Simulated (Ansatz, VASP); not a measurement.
**PbS in VASP and in Ansatz**

Contents of INCAR:

```
SYSTEM = PbS
PREC     = Accurate       ! precision mode
ENCUT    = 520            ! plane-wave cutoff, eV
EDIFF    = 1E-6           ! SCF threshold, eV
ISMEAR   = 0              ! smearing method
SIGMA    = 0.01           ! smearing width, eV
LREAL    = .False.        ! projectors in reciprocal space
LASPH    = .True.         ! aspherical terms in the spheres
NELM     = 150            ! most SCF steps
ALGO     = Normal         ! electronic algorithm
ISIF     = 2              ! what is computed and relaxed
LWAVE    = .False.        ! write WAVECAR
LCHARG   = .True.         ! write CHGCAR
LNONCOLLINEAR= .True.         ! non-collinear magnetism
MAGMOM   = 0 0 0 0 0 0 0 0 0 0 0 0 ! initial moments
LORBIT   = 11             ! projections on sites
LSORBIT  = .True.         ! spin-orbit coupling
GGA_COMPAT= .False.      
LORBMOM  = .True.       
GGA      = PE             ! functional
LVHAR    = .True.       
NBANDS   = 54             ! bands
```

KPOINTS

```
regular mesh
0
Gamma
  6 6 4
  0 0 0
```

File POSCAR:

```
PbS
1.0
    4.9970879594      0.0000000000      0.0000000000
   -2.4985439797      4.3276051178      0.0000000000
    0.0000000000      0.0000000000      5.9970707147
Pb S
2 2
Direct
    0.3333333333      0.6666666667      0.2500000000
    0.6666666667      0.3333333333      0.7500000000
    0.6666666667      0.3333333333      0.2500000000
    0.3333333333      0.6666666667      0.7500000000
```

Input for Ansatz:

```yaml
crystal:
  lattice:
    - [4.9970879594, 0.0, 0.0]
    - [-2.4985439797, 4.3276051178, 0.0]
    - [0.0, 0.0, 5.9970707147]
  atoms:
    - { symbol: Pb, position: [0.3333333333, 0.6666666667, 0.25] }
    - { symbol: Pb, position: [0.6666666667, 0.3333333333, 0.75] }
    - { symbol: S, position: [0.6666666667, 0.3333333333, 0.25] }
    - { symbol: S, position: [0.3333333333, 0.6666666667, 0.75] }
kpoints:
  mp_grid: { grid: [6, 6, 4] }
hamiltonian:
  xc: pbe
scf:
  occupations: { method: fixed }
  n_extra_bands: 32
magnetization:
  noncollinear: true
  spin_orbit: true
output:
  optics: { e_range: [0, 13], de: 0.05, sigma: 0.1, bands: scf }
  write_density: true
  write_potential: true
  elf: true
  volumetric_format: npy
```

Alike in both runs: task single point; functional PBE; k mesh 6 × 6 × 4; non-collinear spin, spin-orbit coupling.

|  | VASP | Ansatz |
| --- | --- | --- |
| version | VASP 6.6.1 | Ansatz 0.2.0 |
| potentials or method | VASP PAW PBE potentials, release 64 (Pb_d, S) | plane waves, PAW |
| plane-wave cutoff (eV) | 520 | 420 |
| occupations | gaussian, width 0.01 eV | fixed |
| valence electrons in the cell | 40 | 40 |

```tsv
	VASP	Ansatz	Ansatz less VASP
gap on the k mesh at the Fermi level (eV)	0.84	0.71	-0.124
net moment per atom (μB)	0.00	0.00	0.000
```

Ansatz warned: «optics_gap_not_shown_off_mesh».
